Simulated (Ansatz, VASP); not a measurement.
## CdS: VASP beside Ansatz

```
Cd S
1.0
     0.00000    3.03124    2.94295
     3.03124    0.00000    2.94295
     3.03124    3.03124    0.00000
Cd S
1 1
Direct
  0.00000 0.00000 0.00000
  0.75000 0.75000 0.75000
```

Change from the starting cell: equal xx and yy strain of +3 %.

Alike in both runs: task single point; functional PBE; k mesh 7 × 7 × 7; occupations fermi-dirac, width 0.02 eV; no spin polarisation.

```csv
,VASP,Ansatz
version,VASP 6.6.1,Ansatz 0.2.0
potentials or method,"VASP PAW PBE potentials, release 64 (Cd, S), cutoff 520 eV","all-electron LAPW, scalar-relativistic"
```

Ansatz gave:

- gap on the k mesh at the Fermi level (eV): 0.90
- pressure (GPa): -1.9
- largest component of the traceless stress (GPa): 0.40

Problem. Estimate VASP's values.

Solution. gap on the k mesh at the Fermi level (eV): 0.90; pressure (GPa): -1.7; largest component of the traceless stress (GPa): 0.40.

Ansatz ran all-electron here, so the differences hold the error of VASP's frozen core and of both bases.
